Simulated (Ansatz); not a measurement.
Predict the output of the script below (Ansatz 0.2.0, Python API).

The script, `mass.py`:
```python
# -*- coding: utf-8 -*-
"""Band curvature masses of AlAs."""

import ansatz
from ase import Atoms
import numpy as np

SETTINGS = {
    "xc": "PBE",
    "scf_tol": 1e-10,
    "occupations": "fixed",
}

atoms = Atoms(
    ["Al", "As"],
    scaled_positions=[
        (0.0, 0.0, 0.0),
        (0.25, 0.25, 0.25),
    ],
    cell=[
        (0.0, 2.8304, 2.8304),
        (2.8304, 0.0, 2.8304),
        (2.8304, 2.8304, 0.0),
    ],
    pbc=True,
)
structure = ansatz.Crystal.from_ase(atoms)

calc = (
    structure.calculation()
    .functional(SETTINGS["xc"])
    .kpoints(6, center="gamma")
    .scf(tolerance=SETTINGS["scf_tol"])
    .occupations(SETTINGS["occupations"])
)
# step 1: where the edges lie on the mesh
out = calc.band_table().run(threads=1, pin="off")
r = out.report
levels = np.array(r["eigenvalues_ev"])
filled = round(r["n_electrons"] / 2)
edges = {"top filled band": (filled - 1, levels[:, filled - 1].argmax()), "lowest empty band": (filled, levels[:, filled].argmin())}
gap = levels[:, filled].min() - levels[:, filled - 1].max()
print(f"gap on the mesh {gap:.3f} eV")
if gap <= 0.05:
    print("no gap: band-edge masses have no meaning here")
    edges = {}
reciprocal = 2 * np.pi * np.linalg.inv(out.lattice.cell_ang).T
step = 0.006  # 1/A

# m/m_e = (hbar^2/m_e) / (d2E/dk2), with hbar^2/m_e = 7.61996 eV A^2
pairs = [(0, 1), (0, 2), (1, 2)]
moves = [sign * axis for axis in np.eye(3) for sign in (-1, 1)]
moves += [s1 * np.eye(3)[i] + s2 * np.eye(3)[j] for i, j in pairs for s1 in (1, -1) for s2 in (1, -1)]
for name, (band, index) in edges.items():
    together = int(np.sum(np.abs(levels[index] - levels[index, band]) < 2e-3))
    print(name, "at k =", np.round(r["kpoints_frac"][index], 4), f"E = {levels[index, band]:.4f} eV, degeneracy {together}")
    centre = np.array(r["kpoints_frac"][index]) @ reciprocal
    points = [centre] + [centre + step * move for move in moves]
    table = calc.band_structure(points, intervals=1, cartesian=True).run(threads=1, pin="off").band_structure().channels[0].eigenvalues_ev
    if together > 1:
        level = np.flatnonzero(np.abs(levels[index] - levels[index, band]) < 2e-3)
        along = (table[1, level] + table[2, level] - 2 * table[0, level]) / step ** 2
        print("  degenerate level, no single mass tensor; masses of its branches along x:", np.round(7.61996 / along, 3), "m_e")
        continue
    e = table[:, band]
    hessian = np.diag((e[1:7:2] + e[2:7:2] - 2 * e[0]) / step ** 2)
    for (i, j), (pp, pm, mp, mm) in zip(pairs, e[7:].reshape(3, 4)):
        hessian[i, j] = hessian[j, i] = (pp - pm - mp + mm) / (4 * step ** 2)
    curvatures, axes = np.linalg.eigh(hessian)
    slope = (e[2:7:2] - e[1:7:2]) / (2 * step)
    print("  slope (eV A):", np.round(slope, 3) + 0.0, "" if np.abs(slope).max() < 0.05 else "- no extremum here, so these are local curvatures and no band-edge masses")
    for curvature, axis in zip(curvatures, axes.T):
        print(f"  principal mass {7.61996 / curvature:8.3f} m_e along", np.round(axis, 2) + 0.0)
```

Running `python mass.py` prints:
```text
DeckWarning: basis.ecutwfc = 420 eV, auto-derived from the records' recommended cutoffs: set by Al (normal level)
gap on the mesh 1.442 eV
top filled band at k = [0. 0. 0.] E = 6.3722 eV, degeneracy 3
  degenerate level, no single mass tensor; masses of its branches along x: [-0.12  -0.481 -0.481] m_e
lowest empty band at k = [ 0.  -0.5 -0.5] E = 7.8138 eV, degeneracy 1
  slope (eV A): [0. 0. 0.]
  principal mass    0.852 m_e along [1. 0. 0.]
  principal mass    0.238 m_e along [ 0.   -0.82 -0.58]
  principal mass    0.238 m_e along [ 0.    0.58 -0.82]
```
(Warnings from the package without file and line.)

Caveats:
- Semilocal gaps usually lie well under measured ones.
- The computed bands are complete only to about 4.3 eV above the Fermi level.
- The structure is a deposited one; some such entries were measured under pressure or heat, so a shift against it needn't be the functional's error alone.
- Gaps and levels are Kohn-Sham values on a finite set of k-points, without spin-orbit coupling.
- The masses are finite-difference curvatures at extrema found on a coarse mesh, which needn't be the true band edges; a step that is long against the gap makes them too heavy. At a valence maximum the curvature is negative (the hole mass is its size); mixed signs mark a saddle. Spin-orbit coupling is left out, and light masses scale with the Kohn-Sham gap.
- Run time: 4.8 s on 1 thread of Arm Neoverse V1 (shared host), peak memory 0.35 GiB.
